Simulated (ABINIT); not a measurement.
The system is Sb.

```
CELL_PARAMETERS angstrom
3.16000 0.00000 0.00000
0.00000 3.16000 0.00000
0.00000 0.00000 3.16000
ATOMIC_POSITIONS crystal
Sb 0.00000 0.00000 0.00000
```

This isn't the form of Sb at room conditions, which is rhombohedral.

* Program: ABINIT 10.8.3 (patched build)
* Task: relaxation of cell and atoms
* Functional: PBEsol
* Potentials or basis: PseudoDojo NC SR PBEsol v0.4.1 standard
* Cutoff: 1088 eV
* k mesh: 6 × 6 × 6
* Occupations: fermi-dirac, width 0.05 eV
* Spin: no spin polarisation

At the start: pressure -3.8 GPa; volume 31.55 Å³/atom.

Problem. How do energy, volume and symmetry change on relaxing?

Solution. Over 5 steps the energy falls by 33.9 meV/atom and the volume is 28.83 Å³/atom (-8.6 %); space group Pm-3m (No. 221, to 0.05 Å).

The path:
```
step  energy change (eV)  largest force (eV/Å)  pressure (GPa)  volume (Å³)
   1              0.0000                0.0000           -3.85        31.55
   2             -0.0083                0.0000           -3.36        31.18
   3             -0.0339                0.0000           -0.15        28.92
   4             -0.0339                0.0000            0.01        28.83
   5             -0.0339                0.0000            0.00        28.83
```

Final structure:
```cif
data_structure
_symmetry_space_group_name_H-M 'P 1'
_symmetry_Int_Tables_number 1
_cell_length_a 3.0664
_cell_length_b 3.0664
_cell_length_c 3.0664
_cell_angle_alpha 90.000
_cell_angle_beta 90.000
_cell_angle_gamma 90.000
_cell_volume 28.83
loop_
_atom_site_label
_atom_site_type_symbol
_atom_site_fract_x
_atom_site_fract_y
_atom_site_fract_z
_atom_site_occupancy
Sb1 Sb 0.00000 0.00000 0.00000 1
```
